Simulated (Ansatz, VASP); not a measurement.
Two plane-wave programs on BeS

```xyz
2
Lattice="0.0000 2.4250 2.4250 2.4250 0.0000 2.4250 2.4250 2.4250 0.0000" Properties=species:S:1:pos:R:3 pbc="T T T"
S     3.6375    3.6375    3.6375
Be    0.0000    0.0000    0.0000
```

Alike in both runs: task single point; functional PBEsol; k mesh 9 × 9 × 9; occupations fermi-dirac, width 0.05 eV; no spin polarisation.

|  | VASP | Ansatz |
| --- | --- | --- |
| version | VASP 6.6.1 | Ansatz 0.2.0 |
| potentials or method | VASP PAW PBE potentials, release 64 (S, Be) | Ansatz PAW |
| plane-wave cutoff (eV) | 520 | 420 |
| valence electrons in the cell | 8 | 8 |

Ansatz gave:

- gap on the k mesh at the Fermi level (eV): 3.02
- least direct gap on the mesh (eV): 5.58
- pressure (GPa): -0.7

Problem. Estimate VASP's values.

Solution. gap on the k mesh at the Fermi level (eV): 3.03; least direct gap on the mesh (eV): 5.61; pressure (GPa): -0.6.

Caveats: the PAW data sets were made with another functional, which shifts forces and pressure a little (VASP); an odd mesh through Γ misses points on the zone boundary, where band edges often lie (VASP); odd divisions of the mesh miss points on the zone boundary, where band edges often lie, so the gap on the mesh can be too wide (Ansatz); the PAW data sets come from PBE, with cores solved anew for the run's functional, which leaves a small shift of forces and pressure (Ansatz). PBEsol gaps usually lie below the measured ones, often by a third to a half.
